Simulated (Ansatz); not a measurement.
Input for Ansatz (plane-wave DFT, PAW):

```yaml
crystal:
  lattice:
    - [0.0, 2.56476, 2.56476]
    - [2.56476, 0.0, 2.56476]
    - [2.56476, 2.56476, 0.0]
  atoms:
    - { symbol: Li, position: [0.0, 0.0, 0.0] }
    - { symbol: Cl, position: [0.5731062556, 0.4268937444, 0.5731062556] }
basis:
  ecutwfc: 420
kpoints:
  mp_grid: { grid: [8, 8, 8] }
hamiltonian:
  xc: pbe
scf:
  occupations: { method: gaussian, width: 0.02 }
output:
  forces: true
  stress: true
  eigenvalues: true
```

Command:
```bash
ansatz run input.yaml --threads 1 --pin off --max-ram 1331MiB --backend cpu --events-out ev --progress --plain --runs-dir out
```

Method: Ansatz, DFT PBE, scalar-relativistic, plane waves, PAW.

Part of what the program printed, abridged:

```
Pseudopotentials: kind: paw
Pseudopotential: Li, paw, valence charge 3, recommended cutoff 420 eV (normal)
Pseudopotential: Cl, paw, valence charge 7, recommended cutoff 420 eV (normal)
Functional definition: PBE
Crystal: 2 atoms, lattice volume = 33.742 Å³
Basis set: ecut = 420 eV, 645 PW (Γ), exchange–correlation on 50×50×50 points (8 copies of the dense FFT grid, shifted against one another)
Bands: 9, of which v1, the nominal top of the filled ones, is band 5 counted from 1 (4 counted from 0)
Symmetry: 8 space group operations
Space group: I4mm (ITA 107), of the structure as read, at distance tolerance 3.2e-5 Å
k-points: 59 of 512 (time reversal used)
Initial density: superposition of atomic densities (neutral atoms: chi_scale 0, normalization atom), corrected by the library's trained network
Initial wavefunctions: pseudopotential atomic-orbital guess
Functional: x = pbe(κ = 0.804, μ = 0.21951497), c = pbe(β = 0.06672455)
SCF iter   1: F=—  HF=-1287.752936 eV  |F-HF|=—  |Δ(HF+E_count)|=         —  Δρ=4.33e-4  dr2=5.19e-5  ethr=1.77e-3  ⟨swp⟩=6.7  Hψ=3833  notcnv=0
SCF iter   2: F=—  HF=-1287.752848 eV  |F-HF|=—  |Δ(HF+E_count)|=   8.80e-5  Δρ=2.07e-4  dr2=1.57e-5  ethr=5.19e-7  ⟨swp⟩=2.4  Hψ=1406  notcnv=0
SCF iter   3: F=—  HF=-1287.752833 eV  |F-HF|=—  |Δ(HF+E_count)|=   1.49e-5  Δρ=8.23e-5  dr2=1.43e-6  ethr=1.57e-7  ⟨swp⟩=2.0  Hψ=711  notcnv=0
SCF iter   4: F=—  HF=-1287.752832 eV  |F-HF|=—  |Δ(HF+E_count)|=   1.17e-6  Δρ=3.74e-5  dr2=3.06e-7  ethr=1.43e-8  ⟨swp⟩=2.9  Hψ=846  notcnv=0
SCF iter   5: F=-1287.752832 eV  HF=-1287.752832 eV  |F-HF|=3.65e-8  |Δ(HF+E_count)|=   2.51e-7  Δρ=1.14e-5  dr2=3.75e-8  ethr=3.06e-9  ⟨swp⟩=2.2  Hψ=762  notcnv=0
SCF iter   6: F=-1287.752832 eV  HF=-1287.752832 eV  |F-HF|=5.24e-9  |Δ(HF+E_count)|=   2.04e-8  Δρ=4.49e-6  dr2=7.91e-9  ethr=3.75e-10  ⟨swp⟩=2.4  Hψ=1835  notcnv=0
SCF 1 converged in 6 iterations: F = -1287.752832 eV  dr2 = 7.91e-9
SCF converged after 6 iterations
Free energy (F): -1287.752832 eV
Harris-Foulkes:  -1287.752832 eV  (|F-HF|=5.24e-9)
Internal energy: -1287.752832 eV  (E = F + TS)
E sigma→0 (E₀):  -1287.752832 eV
Fermi energy:    4.832258 eV
--- Per-component energies (eV) ---
  E_band       = -103.423860
  E_kinetic    = 184.378487
  E_local      = -330.775984  (includes V_loc(G=0)·N_el)
  E_nonlocal   = -4.636739
  E_hartree    = 97.268036
  E_xc         = -118.851927
  E_vxc        = -137.167366  (∫ρ·V_xc dr)
  E_paw        = -680.464521  (= ΣΔE_a)
  E_vpaw       = -9.757598  (= ΣTr[D̂ρ^β])
  E_aug_tail   = 0.000090  (compensation charges beyond the density's cutoff)
  E_ewald      = -434.670274
  E_smearing   =  0.000000  (= −TS)
--- Forces (eV/Å), atoms counted from 1 ---
  atom   1  Li     0.00000000     0.62130469     0.00000000
  atom   2  Cl     0.00000000    -0.62127905     0.00000000
--- Stress (GPa, compression-positive) ---
        0.104760       0.000000       0.000000
        0.000000       6.813333       0.000000
        0.000000       0.000000       0.104760
  P = ⅓ Tr σ = 2.3410 GPa (23.410 kbar)
--- Band table (eV; the first three rows and the last of 59) ---
  k-point 0: bands = ["-41.7054", "-11.7291", "1.5410", "1.7081", "1.7081", "7.9563", "12.9430", "12.9430", "13.5630"]
  k-point 1: bands = ["-41.7050", "-11.6553", "1.1179", "1.5644", "1.6622", "8.4100", "12.4873", "12.9382", "13.5638"]
  k-point 2: bands = ["-41.7040", "-11.4678", "0.0874", "1.4432", "1.5573", "8.8720", "12.2419", "12.3081", "12.8332"]
  k-point 58: bands = ["-41.7015", "-10.9565", "-1.1958", "0.5817", "0.5817", "9.4106", "9.9517", "14.7335", "15.8934"]
```

The run converged.